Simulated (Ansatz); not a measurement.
The system is Sb.

```xyz
2
Lattice="3.3545 0.0000 0.0000 -1.6773 2.9051 0.0000 0.0000 0.0000 5.4702" Properties=species:S:1:pos:R:3 pbc="T T T"
Sb    1.6773    0.9684    4.1026
Sb    0.0000    1.9367    1.3675
```

This isn't the form of Sb at room conditions, which is rhombohedral.

Base run:

* Program: Ansatz 0.2.0
* Functional: LDA
* Potentials or basis: all-electron LAPW, scalar-relativistic
* Cutoff: 157 eV (chosen from the basis error)
* Basis error allowed: 0.001 eV/atom
* k mesh: 9 × 9 × 5
* Occupations: fermi-dirac, width 0.05 eV
* Spin: no spin polarisation

Its results: pressure -2.7 GPa.

Problem. The run is repeated on the same cell with these changes: functional from LDA to PBEsol. What comes out?

Solution. Pressure -1.6 GPa.

PBEsol binds less tightly than LDA, so the same cell stands under more pressure.
